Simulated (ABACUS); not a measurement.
# GaP (F-43m) in ABACUS: settings compared

The runs below take GaP through single point, with PBE, revPBE.

Everything below comes from runs of ABACUS 3.10.1. Logs are shortened: lines on timing, memory, paths and dates and some standing lists are left out, and cuts for length are marked.

**Experimental background.**

From “Stacking defects in GaP nanowires: Electronic structure and optical properties”, 2018, arxiv:1810.01194, for a bulk crystal of GaP at 10 K: band gap 2.34 eV (indirect).

The results are compared with them further down.

## 1. The crystal as given

The structure is cubic, space group F-43m (No. 216). The conventional cell has a = 5.451 Å, b = 5.451 Å, c = 5.451 Å, α = 90.00°, β = 90.00°, γ = 90.00°. Ga (site symmetry -43m) is surrounded by 4 P at 2.36 Å. P (site symmetry -43m) is surrounded by 4 Ga at 2.36 Å.

## 2. Single point, PBE

Contents of INPUT:

```
INPUT_PARAMETERS
suffix              GaP
calculation         scf
basis_type          lcao
pseudo_dir          ./
orbital_dir         ./
symmetry            1
dft_functional      pbe
ecutwfc             100
pseudo_rcut         10
nspin               1
nbands              13
ks_solver           genelpa
smearing_method     fd
smearing_sigma      0.00367493
scf_thr             1e-07
scf_nmax            100
mixing_type         broyden
mixing_beta         0.7
cal_force           1
cal_stress          1
out_mul             1
out_chg             1
```

Contents of STRU:

```
ATOMIC_SPECIES
Ga 69.7230 Ga.upf
P 30.9738 P.upf

NUMERICAL_ORBITAL
Ga_confined-atom_8au_1s1p1d.orb
P_confined-atom_7au_1s1p.orb

LATTICE_CONSTANT
7.2831660764

LATTICE_VECTORS
0.0000000000 0.7071067812 0.7071067812
0.7071067812 0.0000000000 0.7071067812
0.7071067812 0.7071067812 0.0000000000

ATOMIC_POSITIONS
Cartesian

Ga
0.0
1
0.0000000000 0.0000000000 0.0000000000 1 1 1

P
0.0
1
1.0606601718 1.0606601718 1.0606601718 1 1 1
```

Contents of KPT:

```
K_POINTS
0
Gamma
7 7 7 0 0 0
```

Potentials or basis: Ansatz NC PBE, SZ LCAO (the cutoffs set its grid).

The run is started by

```console
$ OMP_NUM_THREADS=1 mpirun -np 4 abacus > log
```

running log:

```text
[... set-up lines left out ...]
 LCAO ALGORITHM --------------- ION=   1  ELEC=   1--------------------------------

 Density error is 0.0520209776781
----------------------------------------------------------
     Energy           Rydberg                 eV
----------------------------------------------------------
 E_KohnSham     -166.7546691828      -2268.8136689916
 E_Harris       -168.0368820005      -2286.2590693599
 E_Fermi        0.6346726152         8.6351639310
----------------------------------------------------------

 LCAO ALGORITHM --------------- ION=   1  ELEC=   2--------------------------------

 Density error is 0.0117864682419
----------------------------------------------------------
     Energy           Rydberg                 eV
----------------------------------------------------------
 E_KohnSham     -166.7639298242      -2268.9396664809
 E_Harris       -166.7746139973      -2269.0850321141
 E_Fermi        0.6381221115         8.6820967366
----------------------------------------------------------

 LCAO ALGORITHM --------------- ION=   1  ELEC=   3--------------------------------

 Density error is 0.00399440436866
----------------------------------------------------------
     Energy           Rydberg                 eV
----------------------------------------------------------
 E_KohnSham     -166.7641061221      -2268.9420651367
 E_Harris       -166.8243350085      -2269.7615211766
 E_Fermi        0.6364156049         8.6588785229
----------------------------------------------------------

 LCAO ALGORITHM --------------- ION=   1  ELEC=   4--------------------------------

 Density error is 0.000135924988215
----------------------------------------------------------
     Energy           Rydberg                 eV
----------------------------------------------------------
 E_KohnSham     -166.7641091223      -2268.9421059572
 E_Harris       -166.7634794351      -2268.9335386229
 E_Fermi        0.6340837962         8.6271526377
----------------------------------------------------------

 LCAO ALGORITHM --------------- ION=   1  ELEC=   5--------------------------------

 Density error is 1.53751161876e-05
----------------------------------------------------------
     Energy           Rydberg                 eV
----------------------------------------------------------
 E_KohnSham     -166.7641091254      -2268.9421059994
 E_Harris       -166.7640989483      -2268.9419675327
 E_Fermi        0.6340942808         8.6272952887
----------------------------------------------------------

 LCAO ALGORITHM --------------- ION=   1  ELEC=   6--------------------------------

 Density error is 4.84898849501e-06
----------------------------------------------------------
     Energy           Rydberg                 eV
----------------------------------------------------------
 E_KohnSham     -166.7641091258      -2268.9421060043
 E_Harris       -166.7639764358      -2268.9403006644
 E_Fermi        0.6340963919         8.6273240112
----------------------------------------------------------

 LCAO ALGORITHM --------------- ION=   1  ELEC=   7--------------------------------

 Density error is 1.18481722723e-07
----------------------------------------------------------
     Energy           Rydberg                 eV
----------------------------------------------------------
 E_KohnSham     -166.7641091258      -2268.9421060051
 E_Harris       -166.7641089271      -2268.9421033012
 E_Fermi        0.6340999719         8.6273727189
----------------------------------------------------------

 LCAO ALGORITHM --------------- ION=   1  ELEC=   8--------------------------------

 Density error is 3.20765623835e-09
----------------------------------------------------------
     Energy           Rydberg                 eV
----------------------------------------------------------
 E_KohnSham     -166.7641091258      -2268.9421060052
 E_KS(sigma->0) -166.7641091258      -2268.9421060052
 E_Harris       -166.7641091963      -2268.9421069639
 E_band         -4.0433953873        -55.0132165339
 E_one_elec     -75.9957994348       -1033.9758963791
 E_Hartree      51.6945285593        703.3401438304
 E_xc           -45.9852143652       -625.6609391187
 E_Ewald        -96.4776238851       -1312.6454143377
 E_entropy(-TS) -0.0000000000        -0.0000000000
 E_descf        0.0000000000         0.0000000000
 E_exx          0.0000000000         0.0000000000
 E_Fermi        0.6341000124         8.6273732710
----------------------------------------------------------

 charge density convergence is achieved
 final etot is -2268.942106 eV
 EFERMI = 8.627373271 eV

 STATE ENERGY(eV) AND OCCUPATIONS    NSPIN == 1
 1/20 kpoint (Cartesian) = 0.0000 0.0000 0.0000 (1158 pws)
       1       -7.45807     0.00583090
       2       -7.45807     0.00583090
       3       -7.45807     0.00583090
       4       -7.34705     0.00583090
       5       -7.34705     0.00583090
       6       -5.01772     0.00583090
       7        7.53710     0.00583090
       8        7.53710     0.00583090
       9        7.53710     0.00583090
      10        9.69190    3.30654e-12
      11        12.3365    3.53628e-35
      12        12.3365    3.53628e-35
      13        12.3365    3.53628e-35

 2/20 kpoint (Cartesian) = 0.10102 0.10102 0.10102 (1165 pws)
       1       -7.47192      0.0466472
       2       -7.45158      0.0466472
       3       -7.45158      0.0466472
       4       -7.34734      0.0466472
       5       -7.34734      0.0466472
       6       -4.75663      0.0466472
       7        5.54430      0.0466472
       8        7.22950      0.0466472
       9        7.22950      0.0466472
      10        10.5029    2.38941e-18
      11        12.8968    3.84379e-39
      12        12.8968    3.84379e-39
      13        13.4755    3.61960e-44

 3/20 kpoint (Cartesian) = 0.20203 0.20203 0.20203 (1163 pws)
       1       -7.50099      0.0466472
       2       -7.43871      0.0466472
       3       -7.43871      0.0466472
       4       -7.34637      0.0466472
       5       -7.34637      0.0466472
       6       -4.03459      0.0466472
       7        3.02034      0.0466472
       8        6.71383      0.0466472
       9        6.71383      0.0466472
      10        10.4683    4.77443e-18
      11        13.8201    3.67923e-47
      12        13.8201    3.67923e-47
      13        16.2617    2.27835e-68

 4/20 kpoint (Cartesian) = 0.30305 0.30305 0.30305 (1165 pws)
       1       -7.52264      0.0466472
       2       -7.43067      0.0466472
       3       -7.43067      0.0466472
       4       -7.34339      0.0466472
       5       -7.34339      0.0466472
       6       -3.16982      0.0466472
       7        1.21744      0.0466472
       8        6.39554      0.0466472
       9        6.39554      0.0466472
      10        10.3477    5.32831e-17
      11        14.2951    2.75171e-51
      12        14.2951    2.75171e-51
      13        18.4801    1.22706e-87

 5/20 kpoint (Cartesian) = 0.0000 0.0000 0.20203 (1158 pws)
       1       -7.48196      0.0349854
       2       -7.44565      0.0349854
       3       -7.44565      0.0349854
       4       -7.35220      0.0349854
       5       -7.34394      0.0349854
       6       -4.66900      0.0349854
       7        5.64255      0.0349854
       8        6.71355      0.0349854
       9        6.71355      0.0349854
      10        11.1568    3.74851e-24
      11        12.0863    3.16447e-32
      12        13.8401    1.84800e-47
      13        13.8401    1.84800e-47

 6/20 kpoint (Cartesian) = 0.10102 0.30305 0.10102 (1157 pws)
       1       -7.50511       0.139942
       2       -7.43427       0.139942
       3       -7.43211       0.139942
       4       -7.35602       0.139942
       5       -7.34141       0.139942
       6       -4.09511       0.139942
       7        3.68100       0.139942
       8        6.12979       0.139942
       9        6.16983       0.139942
      10        11.4591    3.54432e-26
      11        12.7680    1.51586e-37
      12        15.0063    5.48727e-57
      13        15.6776    8.10059e-63

[... levels at 14 further k points ...]

 correction force for each atom along direction 1 is -0.0102745
 correction force for each atom along direction 2 is -0.0176533
 correction force for each atom along direction 3 is -0.0151353
------------------------------------------------------------------------------------------
 TOTAL-FORCE (eV/Angstrom)
------------------------------------------------------------------------------------------
                       Ga1         0.0000000000         0.0000000000         0.0000000000
                        P1         0.0000000000         0.0000000000         0.0000000000
------------------------------------------------------------------------------------------

----------------------------------------------------------------
 TOTAL-STRESS (KBAR)
----------------------------------------------------------------
        94.6974185609         0.0000000000         0.0000000000
         0.0000000000        94.6974185609         0.0000000000
        -0.0000000000         0.0000000000        94.6974185609
----------------------------------------------------------------
 TOTAL-PRESSURE: 94.697419 KBAR

 --------------------------------------------
 !FINAL_ETOT_IS -2268.9421060051595305 eV
 --------------------------------------------
```

Wall time 1.1 s (4 MPI ranks of AMD EPYC 9R45 (Zen 5), shared host); peak memory 0.36 GiB.

The run converged, but some of its settings lie outside the range that counts as converged, so its numbers aren't taken as properties of the crystal.

What came out:

| Item | Value |
| --- | --- |
| Free energy | -2268.9421 eV |
| Pressure | 9.5 GPa |
| Band gap on the k mesh | 2.15 eV, direct |
| Mulliken charges | Ga +0.33; P -0.33 e |

Caveat: the atomic orbitals were generated for these runs and aren't a published set; Mulliken charges move with the basis; the basis of atomic orbitals isn't converged, which shifts pressures, moduli and gaps.

## 3. Single point, revPBE

Contents of run_abacus.py:

```python
"""ABACUS run from a structure file: ASE reads it, the script writes STRU, KPT and INPUT."""
import re
import subprocess
import spglib
from ase import Atoms
from ase.io import read
from ase.units import Bohr

atoms = read("GaP.cif")
cell, frac, numbers = spglib.standardize_cell((atoms.cell[:], atoms.get_scaled_positions(), atoms.numbers), to_primitive=True, symprec=1e-4)
atoms = Atoms(numbers=numbers, cell=cell, scaled_positions=frac, pbc=True)  # the primitive cell
atoms = atoms[(-atoms.numbers).argsort(kind="stable")]  # ABACUS lists atoms element by element
pseudo = {'Ga': 'Ga.upf', 'P': 'P.upf'}
orbital = {}
magmoms = None
kmesh = [6, 6, 6]
params = {
    'suffix': 'GaP',
    'calculation': 'scf',
    'basis_type': 'pw',
    'pseudo_dir': './',
    'symmetry': 1,
    'dft_functional': 'revpbe',
    'ecutwfc': 81,
    'pseudo_rcut': 10,
    'nspin': 1,
    'nbands': 19,
    'ks_solver': 'dav',
    'smearing_method': 'fd',
    'smearing_sigma': 0.00367493,
    'scf_thr': 1e-08,
    'scf_nmax': 100,
    'mixing_type': 'broyden',
    'mixing_beta': 0.7,
    'cal_force': 1,
    'cal_stress': 1,
    'out_chg': 1,
    'kpar': 4,
}

symbols = atoms.get_chemical_symbols()
elements = list(dict.fromkeys(symbols))
lines = ["ATOMIC_SPECIES"] + [f"{e} {atoms.get_masses()[symbols.index(e)]:.4f} {pseudo[e]}" for e in elements]
if orbital:
    lines += ["", "NUMERICAL_ORBITAL"] + [orbital[e] for e in elements]
lines += ["", "LATTICE_CONSTANT", f"{1 / Bohr:.10f}", "", "LATTICE_VECTORS"]
lines += [" ".join(f"{x:.10f}" for x in v) for v in atoms.cell]
lines += ["", "ATOMIC_POSITIONS", "Direct"]
for e in elements:
    lines += ["", e, "0.0", str(symbols.count(e))]
    for i, p in enumerate(atoms.get_scaled_positions(wrap=False)):
        if symbols[i] == e:
            mag = "" if magmoms is None else " mag " + " ".join(str(x) for x in (magmoms[i] if isinstance(magmoms[i], list) else [magmoms[i]]))
            lines.append(" ".join(f"{x:.10f}" for x in p) + " 1 1 1" + mag)
open("STRU", "w").write("\n".join(lines) + "\n")
open("KPT", "w").write("K_POINTS\n0\nGamma\n%d %d %d 0 0 0\n" % tuple(kmesh))
open("INPUT", "w").write("INPUT_PARAMETERS\n" + "".join(f"{k:<20s}{v}\n" for k, v in params.items()))

done = subprocess.run(['mpirun', '-np', '4', 'abacus'])
if done.returncode:
    raise SystemExit(done.returncode)
log = open("OUT.GaP/running_scf.log").read()
print("final energy (eV):", re.findall(r"FINAL_ETOT_IS (\S+)", log))
```

Contents of GaP.cif:

```cif
data_GaP
_cell_length_a 5.45050000
_cell_length_b 5.45050000
_cell_length_c 5.45050000
_cell_angle_alpha 90.00000000
_cell_angle_beta 90.00000000
_cell_angle_gamma 90.00000000
_space_group_name_H-M_alt 'F-43m'
_space_group_name_Hall 'F -4 2 3'
_space_group_IT_number 216
loop_
_space_group_symop_operation_xyz
'x,y,z'
'y,-x,-z'
'-x,-y,z'
'-y,x,-z'
'x,-y,-z'
'y,x,z'
'-x,y,-z'
'-y,-x,z'
'z,x,y'
'-z,y,-x'
'z,-x,-y'
'-z,-y,x'
'-z,x,-y'
'z,y,x'
'-z,-x,y'
'z,-y,-x'
'y,z,x'
'-x,-z,y'
'-y,z,-x'
'x,-z,-y'
'-y,-z,x'
'x,z,y'
'y,-z,-x'
'-x,z,-y'
'x,y+1/2,z+1/2'
'y,-x+1/2,-z+1/2'
'-x,-y+1/2,z+1/2'
'-y,x+1/2,-z+1/2'
'x,-y+1/2,-z+1/2'
'y,x+1/2,z+1/2'
'-x,y+1/2,-z+1/2'
'-y,-x+1/2,z+1/2'
'z,x+1/2,y+1/2'
'-z,y+1/2,-x+1/2'
'z,-x+1/2,-y+1/2'
'-z,-y+1/2,x+1/2'
'-z,x+1/2,-y+1/2'
'z,y+1/2,x+1/2'
'-z,-x+1/2,y+1/2'
'z,-y+1/2,-x+1/2'
'y,z+1/2,x+1/2'
'-x,-z+1/2,y+1/2'
'-y,z+1/2,-x+1/2'
'x,-z+1/2,-y+1/2'
'-y,-z+1/2,x+1/2'
'x,z+1/2,y+1/2'
'y,-z+1/2,-x+1/2'
'-x,z+1/2,-y+1/2'
'x+1/2,y,z+1/2'
'y+1/2,-x,-z+1/2'
'-x+1/2,-y,z+1/2'
'-y+1/2,x,-z+1/2'
'x+1/2,-y,-z+1/2'
'y+1/2,x,z+1/2'
'-x+1/2,y,-z+1/2'
'-y+1/2,-x,z+1/2'
'z+1/2,x,y+1/2'
'-z+1/2,y,-x+1/2'
'z+1/2,-x,-y+1/2'
'-z+1/2,-y,x+1/2'
'-z+1/2,x,-y+1/2'
'z+1/2,y,x+1/2'
'-z+1/2,-x,y+1/2'
'z+1/2,-y,-x+1/2'
'y+1/2,z,x+1/2'
'-x+1/2,-z,y+1/2'
'-y+1/2,z,-x+1/2'
'x+1/2,-z,-y+1/2'
'-y+1/2,-z,x+1/2'
'x+1/2,z,y+1/2'
'y+1/2,-z,-x+1/2'
'-x+1/2,z,-y+1/2'
'x+1/2,y+1/2,z'
'y+1/2,-x+1/2,-z'
'-x+1/2,-y+1/2,z'
'-y+1/2,x+1/2,-z'
'x+1/2,-y+1/2,-z'
'y+1/2,x+1/2,z'
'-x+1/2,y+1/2,-z'
'-y+1/2,-x+1/2,z'
'z+1/2,x+1/2,y'
'-z+1/2,y+1/2,-x'
'z+1/2,-x+1/2,-y'
'-z+1/2,-y+1/2,x'
'-z+1/2,x+1/2,-y'
'z+1/2,y+1/2,x'
'-z+1/2,-x+1/2,y'
'z+1/2,-y+1/2,-x'
'y+1/2,z+1/2,x'
'-x+1/2,-z+1/2,y'
'-y+1/2,z+1/2,-x'
'x+1/2,-z+1/2,-y'
'-y+1/2,-z+1/2,x'
'x+1/2,z+1/2,y'
'y+1/2,-z+1/2,-x'
'-x+1/2,z+1/2,-y'
loop_
_atom_site_label
_atom_site_type_symbol
_atom_site_symmetry_multiplicity
_atom_site_Wyckoff_symbol
_atom_site_fract_x
_atom_site_fract_y
_atom_site_fract_z
_atom_site_occupancy
Ga1 Ga 4 a 0.0000000000 0.0000000000 0.0000000000 1
P1 P 4 c 0.2500000000 0.2500000000 0.2500000000 1
```

Potentials or basis: PseudoDojo NC SR 0.5 PBE standard, plane waves.

The run is started by

```console
$ OMP_NUM_THREADS=1 python run_abacus.py > log
```

Run time: 6.2 s. Hardware: 4 MPI ranks of Intel Xeon Platinum 8488C (Sapphire Rapids), shared host; peak memory 0.36 GiB.

It converged, with:

```
Free energy            : -2271.5043 eV
Pressure               : 4.2 GPa
Band gap on the k mesh : 1.73 eV, indirect (least direct gap 1.92 eV)
```

Levels at points of the mesh, in eV from the valence-band top:
```
           k point  band 5  band 6  band 7  band 8  band 9  band 10  band 11  band 12  band 13  band 14
(0.00, 0.00, 0.00)  -14.49  -12.46    0.00    0.00    0.00     1.92     3.94     3.94     3.94     9.01
(0.50, 0.50, 0.50)  -14.48  -10.41   -6.58   -1.11   -1.11     1.76     4.76     4.76     8.41    11.01
(0.50, 0.50, 0.00)  -14.47   -9.53   -6.69   -2.66   -2.66     1.73     1.91    10.63    10.63    11.28
```

Caveat: the potentials were made for another functional, which shifts forces and pressure.

## 4. How close it comes

Step 3. Measured gap of GaP: 2.34 eV (indirect; 10 K; quoted in “Stacking defects in GaP nanowires: Electronic structure and optical properties”, 2018, arxiv:1810.01194). This calculation gives 1.73 eV (-0.61 eV). Spin-orbit coupling on Ga is left out. The value is that of revPBE on a finite k mesh, which can miss the band edges, without temperature or zero-point motion. Semilocal functionals fall short of measured gaps as a rule.
